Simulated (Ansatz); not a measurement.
The system is Te2Mo.

```xyz
12
Lattice="6.3300 0.0000 0.0000 0.0000 3.4690 0.0000 -0.9468 0.0000 13.8276" Properties=species:S:1:pos:R:3 pbc="T T T"
Te    5.4013    2.6018    8.3588
Te   -0.0181    0.8672    5.4688
Te    4.9099    0.8672   11.7728
Te    0.4733    2.6018    2.0548
Te    1.7550    2.6018   12.3826
Te    3.6282    0.8672    1.4450
Te    2.1916    0.8672    8.9658
Te    3.1917    2.6018    4.8618
Mo    4.2299    2.6018   13.7253
Mo    1.1533    0.8672    0.1023
Mo    3.8493    0.8672    6.8225
Mo    1.5339    2.6018    7.0051
```

Program: Ansatz 0.2.0. Alike in all runs: task projected density of states; potentials or basis Ansatz PAW; no spin polarisation; cell as given; k mesh 4 × 8 × 2; smearing fermi-dirac 0.05 eV.

Task: Order these runs on this cell by their pressure, lowest first.
A. level LDA; cutoff (eV) 420
B. level PBEsol; cutoff (eV) 420
C. level r2SCAN; cutoff (eV) 500

Result: A (-3.3 GPa), B (-1.4 GPa), C (2.0 GPa).

Caveats: the PAW data sets come from PBE, with cores solved anew for the run's functional, which leaves a small shift of forces and pressure; the density of states is complete only up to the lowest level of the last band computed.
